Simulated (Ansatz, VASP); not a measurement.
# Zn36HNO35 (N-H pair in ZnO) in two plane-wave programs, part 2 of 2

One calculation is typed for both programs; each brings its own data sets. How far apart do they land? The cell is taken from a series of runs on this material, whose earlier steps may have relaxed, scaled, displaced or heated it; both programs get it as it stands.

VASP 6.6.1 and Ansatz 0.2.0.

So far. Step 2 (VASP: single point, r2SCAN): The run ends at a pressure of 1.82 GPa, with forces up to 10 eV/Å.

### 3. Ansatz: single point, r2SCAN

Level of this step: Ansatz beside VASP: Kohn-Sham DFT, plane waves, r2SCAN (Ansatz).

Ansatz runs on its default PAW (the set named soft_2) files.

The same cell, functional, mesh and smearing now go to Ansatz.

input.yaml

```yaml
crystal:
  lattice:
    - [9.70585879, 0.0, 0.0]
    - [-4.8529294, 8.40552028, 0.0]
    - [0.0, 0.0, 10.42205777]
  atoms:
    - { symbol: Zn, position: [0.10736481, 0.2194164, 0.249356815] }
    - { symbol: Zn, position: [0.220330186, 0.10972314, 4.4483e-05] }
    - { symbol: O, position: [0.21960858, 0.109645127, 0.189852981] }
    - { symbol: O, position: [0.115729906, 0.225869034, 0.439059508] }
    - { symbol: Zn, position: [0.113661694, 0.225144885, 0.747062518] }
    - { symbol: Zn, position: [0.2206887, 0.108316374, 0.499364081] }
    - { symbol: O, position: [0.222160724, 0.110407721, 0.689308232] }
    - { symbol: O, position: [0.110203576, 0.220859601, 0.937105886] }
    - { symbol: Zn, position: [0.107348458, 0.555385859, 0.249462444] }
    - { symbol: Zn, position: [0.219811955, 0.442962567, -0.004583793] }
    - { symbol: O, position: [0.211496463, 0.439388576, 0.184639547] }
    - { symbol: O, position: [0.115885245, 0.555761305, 0.439175395] }
    - { symbol: Zn, position: [0.113667583, 0.555902933, 0.747062095] }
    - { symbol: Zn, position: [0.236179704, 0.450736522, 0.494071809] }
    - { symbol: O, position: [0.227118789, 0.447158015, 0.685049961] }
    - { symbol: O, position: [0.110160145, 0.555619432, 0.937123822] }
    - { symbol: Zn, position: [0.107449709, 0.887428796, 0.249827108] }
    - { symbol: Zn, position: [0.220399685, 0.77669281, 2.6758e-05] }
    - { symbol: O, position: [0.219658552, 0.777211835, 0.189852622] }
    - { symbol: O, position: [0.107205762, 0.886523873, 0.439667984] }
    - { symbol: Zn, position: [0.109550907, 0.88841067, 0.750140079] }
    - { symbol: Zn, position: [0.220906871, 0.778196739, 0.499295517] }
    - { symbol: O, position: [0.222219014, 0.778912916, 0.689241992] }
    - { symbol: O, position: [0.109049858, 0.887637696, 0.940020478] }
    - { symbol: Zn, position: [0.442376073, 0.222300936, 0.249755246] }
    - { symbol: Zn, position: [0.556055378, 0.111116773, 0.00167102] }
    - { symbol: O, position: [0.554046623, 0.11089517, 0.190948398] }
    - { symbol: O, position: [0.442421257, 0.216463535, 0.439576578] }
    - { symbol: Zn, position: [0.442524841, 0.218787041, 0.752978148] }
    - { symbol: Zn, position: [0.558864045, 0.112619536, 0.500520669] }
    - { symbol: O, position: [0.55683843, 0.112192117, 0.690354249] }
    - { symbol: O, position: [0.442777946, 0.22000137, 0.941777218] }
    - { symbol: Zn, position: [0.430822477, 0.549737348, 0.241300966] }
    - { symbol: Zn, position: [0.555102458, 0.443446522, -0.001601416] }
    - { symbol: O, position: [0.551561424, 0.443183022, 0.187620431] }
    - { symbol: "N", position: [0.466399961, 0.566883676, 0.435316644] }
    - { symbol: Zn, position: [0.447437011, 0.557633363, 0.749927643] }
    - { symbol: Zn, position: [0.551148922, 0.431607602, 0.50904673] }
    - { symbol: O, position: [0.556595348, 0.441959594, 0.696689842] }
    - { symbol: O, position: [0.443331085, 0.554921842, 0.939757868] }
    - { symbol: Zn, position: [0.442437478, 0.888021314, 0.249710909] }
    - { symbol: Zn, position: [0.555210268, 0.778065565, -0.001883149] }
    - { symbol: O, position: [0.551752465, 0.776395758, 0.187257932] }
    - { symbol: O, position: [0.442610993, 0.89258551, 0.439533964] }
    - { symbol: Zn, position: [0.442664293, 0.891360561, 0.752700078] }
    - { symbol: Zn, position: [0.551734195, 0.786057865, 0.508490481] }
    - { symbol: O, position: [0.556762177, 0.782157863, 0.696364173] }
    - { symbol: O, position: [0.442769082, 0.889246095, 0.941530899] }
    - { symbol: Zn, position: [0.776173082, 0.221795174, 0.249951956] }
    - { symbol: Zn, position: [0.889001264, 0.110992891, -0.000370841] }
    - { symbol: O, position: [0.885724753, 0.109185265, 0.189524512] }
    - { symbol: O, position: [0.780218292, 0.223187007, 0.439730806] }
    - { symbol: Zn, position: [0.779080128, 0.223286008, 0.749815843] }
    - { symbol: Zn, position: [0.892914485, 0.113250247, 0.499024386] }
    - { symbol: O, position: [0.890901807, 0.113085003, 0.689001322] }
    - { symbol: O, position: [0.777503082, 0.221926444, 0.939754699] }
    - { symbol: Zn, position: [0.77247838, 0.552424435, 0.250653924] }
    - { symbol: Zn, position: [0.888982631, 0.444106635, -0.000270143] }
    - { symbol: O, position: [0.885694964, 0.44384472, 0.189654265] }
    - { symbol: O, position: [0.775834403, 0.551798985, 0.441305812] }
    - { symbol: Zn, position: [0.780618624, 0.55615354, 0.751052097] }
    - { symbol: Zn, position: [0.892979478, 0.44561087, 0.499055588] }
    - { symbol: O, position: [0.890915556, 0.445149676, 0.689029981] }
    - { symbol: O, position: [0.777922415, 0.555363278, 0.94056699] }
    - { symbol: Zn, position: [0.772565935, 0.887494434, 0.250480176] }
    - { symbol: Zn, position: [0.887389434, 0.776722194, 0.00182406] }
    - { symbol: O, position: [0.884505515, 0.775797933, 0.19169201] }
    - { symbol: O, position: [0.776348943, 0.890161969, 0.441000326] }
    - { symbol: Zn, position: [0.780698104, 0.891937469, 0.750909963] }
    - { symbol: Zn, position: [0.88507896, 0.775378414, 0.499917235] }
    - { symbol: O, position: [0.887840944, 0.77747952, 0.68980574] }
    - { symbol: O, position: [0.778043173, 0.888877244, 0.94042347] }
    - { symbol: H, position: [0.562413328, 0.613236804, 0.403568475] }
basis:
  ecutwfc: 500
  xc_grid: 2
hamiltonian:
  xc: r2scan
kpoints:
  mp_grid: { grid: [1, 1, 1], shift: [0.25, 0.25, 0.25] }
scf:
  occupations: { method: fermi_dirac, width: 0.01 }
  max_iter: 120
output:
  forces: true
checkpoint:
  read: "../relax.run"
```

On the command line:

```console
$ ansatz run input.yaml --threads 2 --pin off --max-ram 4710MiB --backend cpu --events-out ev --progress --plain --runs-dir out
```

Numbers of over 12 decimals in the logs are rounded to 6 here.

Log:

```text
Warning: checkpoint.read: the run can stay near the saved state's solution: 5 site(s) moved relative to the saved geometry (max |Δs| = 1.601e-2 fractional); the SCF starts from the saved state under `checkpoint.density_extrapolation: transplant`, in force with no word given; its orbitals are not used off its sites. A run without `checkpoint.read` takes nothing of the state. A lower free energy from it at the same positions (and U, V and field ramp, if any) shows a solution that this start missed, and an equal or higher one rules none out (checkpoint.read, Limitations, in the input reference)
Engine: ansatz 0.2.0, aarch64-unknown-linux-gnu
Pseudopotentials: kind: paw
Pseudopotential: Zn, paw, valence charge 12, recommended cutoff 500 eV (meta_gga), Zn.paw.azcp
Pseudopotential: O, paw, valence charge 6, recommended cutoff 500 eV (meta_gga), O.paw.azcp
Pseudopotential: N, paw, valence charge 5, recommended cutoff 500 eV (meta_gga), N.paw.azcp
Pseudopotential: H, paw, valence charge 1, recommended cutoff 500 eV (meta_gga), H.paw.azcp
Functional definition: r2SCAN
  parameter k0 = 0.174
  parameter k1 = 0.065
  parameter a1 = 4.9479
  exchange = r2scan_x(k0 = k0, k1 = k1, a1 = a1)
  correlation = r2scan_c
Crystal: 73 atoms, lattice volume = 850.261 Å³
Basis set: ecut = 500 eV, 21585 PW (Γ), exchange–correlation on 144×144×160 points (8 copies of the dense FFT grid, shifted against one another)
Bands: 397, of which v1, the nominal top of the filled ones, is band 324 counted from 1 (323 counted from 0)
Symmetry: 1 space group operations
Space group: P1 (ITA 1), of the structure as read, at distance tolerance 9.5e-5 Å
k-points: 1
Non-local potential: Zn, projectors of the file, l = 0: 2, l = 1: 2, l = 2: 3, l = 3: 1
Non-local potential: O, projectors of the file, l = 0: 2, l = 1: 2, l = 2: 1
Non-local potential: N, projectors of the file, l = 0: 2, l = 1: 2, l = 2: 1
Non-local potential: H, projectors of the file, l = 0: 2, l = 1: 1
PAW form: soft (Blöchl's): semilocal exchange-correlation on the pseudo side does not see the compensation charge
PAW frozen core: Zn, regenerated for the run's functional (the file was generated under x = pbe(κ = 0.804, μ = 0.219515), c = pbe(β = 0.066725))
PAW frozen core: O, regenerated for the run's functional (the file was generated under x = pbe(κ = 0.804, μ = 0.219515), c = pbe(β = 0.066725))
PAW frozen core: N, regenerated for the run's functional (the file was generated under x = pbe(κ = 0.804, μ = 0.219515), c = pbe(β = 0.066725))
PAW one-centre angular grid: Zn, 590 points (default); XC on 261 of its mesh's 2673 points in the sphere
PAW one-centre angular grid: O, 302 points (default); XC on 160 Gauss nodes
PAW one-centre angular grid: N, 302 points (default); XC on 160 Gauss nodes
PAW one-centre angular grid: H, 302 points (default); XC on 160 Gauss nodes
Initial density: read from a saved state, or passed on in memory by an earlier SCF of this step, an earlier step, the calling program or the single point that the run made first, carried with its atoms to this geometry
Initial wavefunctions: pseudopotential atomic-orbital guess
Functional: x = r2scan, c = r2scan; τ floored in thin density (d = 2e-4 eV/Å³)
iter 1 solved again at ethr=5.80e-5 eV; its pass at ethr=3.10e-3 eV (dr2=3.76e-1 eV) is discarded
SCF iter   1: F=—  HF=-140048.769876 eV  |F-HF|=—  |Δ(HF+E_count)|=         —  Δρ=8.00e-3  dr2=3.81e-1  dr2_τ=8.06e-2  ethr=5.80e-5  ⟨swp⟩=3.0  Hψ=2510  notcnv=0
preconditioner: auto → Resta (q_TF=auto, 2.608 Å⁻¹)  ε∞=6.7  [insulator: Δε(μ)=2.812 eV  Ē_g=13.522 eV  σ=0.010 eV  W_gap=1.00  n_scr=242 (ndim 8)  ℏωp=32.4 eV  f_vac=0.034  D(μ)=0.00/eV (n_scr^D=0)  ε∞_Penn≈6.7]
SCF iter   2: F=—  HF=-140048.687140 eV  |F-HF|=—  |Δ(HF+E_count)|=   8.27e-2  Δρ=3.27e-3  dr2=3.33e-2  dr2_τ=1.03e-2  ethr=5.80e-5  ⟨swp⟩=3.0  Hψ=1113  notcnv=0
SCF iter   3: F=—  HF=-140048.681512 eV  |F-HF|=—  |Δ(HF+E_count)|=   5.63e-3  Δρ=1.20e-3  dr2=4.17e-3  dr2_τ=6.37e-4  ethr=5.14e-6  ⟨swp⟩=3.0  Hψ=753  notcnv=0  defer=57
SCF iter   4: F=—  HF=-140048.680765 eV  |F-HF|=—  |Δ(HF+E_count)|=   7.47e-4  Δρ=2.03e-4  dr2=2.27e-4  dr2_τ=1.34e-5  ethr=6.43e-7  ⟨swp⟩=3.0  Hψ=626  notcnv=0  defer=40
automatic band count: iteration 4 solves 375 bands in place of 397: the levels show a gap, and the empty bands left out lie too high to hold charge; the band table lists the bands solved (type scf.n_extra_bands for more)
SCF iter   5: F=—  HF=-140048.680645 eV  |F-HF|=—  |Δ(HF+E_count)|=   1.20e-4  Δρ=7.14e-5  dr2=5.03e-5  dr2_τ=1.04e-6  ethr=3.51e-8  ⟨swp⟩=3.0  Hψ=620  notcnv=0  defer=40
SCF iter   6: F=—  HF=-140048.681316 eV  |F-HF|=—  |Δ(HF+E_count)|=   6.71e-4  Δρ=3.29e-5  dr2=1.01e-5  dr2_τ=9.75e-7  ethr=7.77e-9  ⟨swp⟩=3.0  Hψ=620  notcnv=0  defer=40
SCF iter   7: F=—  HF=-140048.681314 eV  |F-HF|=—  |Δ(HF+E_count)|=   1.77e-6  Δρ=1.06e-5  dr2=1.02e-6  dr2_τ=5.38e-8  ethr=1.55e-9  ⟨swp⟩=3.0  Hψ=650  notcnv=0  defer=40
SCF iter   8: F=—  HF=-140048.681314 eV  |F-HF|=—  |Δ(HF+E_count)|=   1.34e-7  Δρ=4.40e-6  dr2=1.71e-7  dr2_τ=1.34e-8  ethr=1.57e-10  ⟨swp⟩=3.0  Hψ=621  notcnv=0  defer=40
SCF iter   9: F=-140048.681314 eV  HF=-140048.681314 eV  |F-HF|=3.02e-8  |Δ(HF+E_count)|=   1.48e-8  Δρ=2.13e-6  dr2=2.83e-8  dr2_τ=2.60e-9  ethr=1.54e-11  ⟨swp⟩=5.0  Hψ=1528  notcnv=0
SCF 1 converged in 9 iterations: F = -140048.681314 eV  dr2 = 2.83e-8
  greatest PAW one-centre occupation: 0.987 electrons in one spin orbital (limit 2), on the Zn atom at site 0 (counted from 0), in its partial waves of l = 2
SCF converged after 9 iterations
Free energy (F): -140048.681314 eV
Harris-Foulkes:  -140048.681314 eV  (|F-HF|=3.02e-8)
Internal energy: -140048.681314 eV  (E = F + TS)
E sigma→0 (E₀):  -140048.681314 eV
Fermi energy:    8.264438 eV
--- Per-component energies (eV) ---
  E_band       = 907.609596
  E_kinetic    = 11007.124453
  E_local      = -71961.449165  (includes V_loc(G=0)·N_el)
  E_nonlocal   = 24163.467725
  E_hartree    = 29692.305667
  E_xc         = -7068.102661
  E_vxc        = -5680.110937  (∫ρ·V_xc dr)
  E_paw        = -72489.446529  (= ΣΔE_a)
  E_vpaw       = -16349.945086  (= ΣTr[D̂ρ^β])
  E_aug_tail   = 0.031871  (compensation charges beyond the density's cutoff)
  E_vtau       = 343.871023  (kinetic-family band-sum trace: ∫τ·v_τ [+ j·A + Jᵃ·Aᵃ] dr)
  E_ewald      = -53384.890905
  E_core_change = -7.721771  (= ΣΔE_core)
  E_smearing   = -0.000000  (= −TS)
  E_closure    = 0.000000  (closes the sum)
  Σ components = -140048.681314   (vs F -140048.681314, Δ=0.00e0)
--- Forces (eV/Å), atoms counted from 1 ---
  atom   1  Zn    -0.00124055    -0.00213842     0.00212248
  atom   2  Zn    -0.00201163    -0.00061952    -0.00175520
  atom   3  O      0.00220238     0.00203691    -0.00344331
  atom   4  O      0.00082200    -0.00309453    -0.00455182
  atom   5  Zn    -0.00075825     0.00296262    -0.00487184
  atom   6  Zn    -0.00568786    -0.00108096    -0.00254234
  atom   7  O      0.00205700     0.00136393    -0.00051917
  atom   8  O      0.00072234     0.00050342     0.00039456
  atom   9  Zn    -0.00287252     0.00013022     0.00075865
  atom  10  Zn    -0.00340912    -0.00135040    -0.00562369
  atom  11  O      0.00383574     0.00179874     0.00211137
  atom  12  O     -0.00247240     0.00083348    -0.00361759
  atom  13  Zn     0.00223686    -0.00207173    -0.00481549
  atom  14  Zn     0.13476527     0.07878528    -0.04526671
  atom  15  O      0.00183924     0.00009415     0.00544766
  atom  16  O      0.00103126    -0.00011348     0.00054964
  atom  17  Zn    -0.00327954    -0.00223999    -0.00069650
  atom  18  Zn    -0.00128466    -0.00075446    -0.00231077
  atom  19  O      0.00203687     0.00038735    -0.00301778
  atom  20  O      0.00427809     0.00204713    -0.00298412
  atom  21  Zn    -0.00035961    -0.00102003    -0.00312115
  atom  22  Zn    -0.00476192    -0.00329038    -0.00093675
  atom  23  O      0.00110352     0.00129709    -0.00047695
  atom  24  O      0.00050289     0.00037685    -0.00197735
[...]
atom  66  Zn     0.00100118     0.00054921     0.00084296
  atom  67  O      0.00249043     0.00192443    -0.00692305
  atom  68  O     -0.03240147    -0.02716929     0.00766665
  atom  69  Zn     0.00495408     0.00092171    -0.00476403
  atom  70  Zn    -0.02304250    -0.01258513    -0.01865372
  atom  71  O     -0.00123582    -0.00029855     0.00309089
  atom  72  O     -0.00270033    -0.00094156    -0.00017281
  atom  73  H      8.26593640     4.53431830    -3.88919807
  max |Σ_I F_I| component: 1.40e-1 eV/Å
```

### 4. Comparison

Known differences besides the potentials themselves: VASP keeps PBE cores, Ansatz makes them for the functional; the cutoff is 500 eV in Ansatz and 580 eV in VASP (PREC = Accurate, projectors in real space). Total energies have different zeros and are not compared.

Compared:

| quantity | Ansatz | VASP | difference |
| --- | --- | --- | --- |
| gap on the k mesh (eV) | 2.755 | 2.758 | -0.003 |

Forces on 7 of the 73 atoms, those with the largest forces and the largest differences (eV/Å; atoms numbered as in POSCAR):

| atom | Ansatz x, y, z | VASP x, y, z |
| --- | --- | --- |
| Zn8 | 0.135, 0.079, -0.045 | 0.168, 0.100, -0.043 |
| Zn17 | -0.034, -0.019, -0.101 | -0.032, -0.018, -0.093 |
| Zn20 | 0.065, -0.056, 0.044 | 0.059, -0.052, 0.016 |
| Zn24 | -0.021, 0.077, 0.038 | -0.014, 0.069, 0.026 |
| O65 | -0.047, -0.011, 0.005 | -0.059, -0.011, 0.003 |
| N72 | -8.265, -4.541, 3.859 | -8.499, -4.672, 3.958 |
| H73 | 8.266, 4.534, -3.889 | 8.500, 4.664, -4.002 |

The forces differ by 29 meV/Å r.m.s., which is 2.9 % of the r.m.s. force of 1.002 eV/Å (both taken over all components). A gap on the mesh is an upper bound, since the band edges may lie between its points.

### 5. Results

- r.m.s. force difference (single point, r2SCAN): 2.9 % of the r.m.s. force

What this shows: The r.m.s. force difference is 2.9 % of the r.m.s. force (single point, r2SCAN), at about the 3 % picked in this series as the mark of a large difference. How closely two codes agree says nothing of how well the functional describes the real material.

[Lines on the potential files, build, host, timing and source positions are cut from VASP's logs without a mark.]

[Logs are printed without paths, hosts, clocks, repeated set-up lines and the standing remarks that a program may print on its own settings, such as how far it seeks lower states.]

[Hosts, paths, dates, database ids (printed as entryN), source tags and the programs' standing remarks are cut or masked in the printed files.]
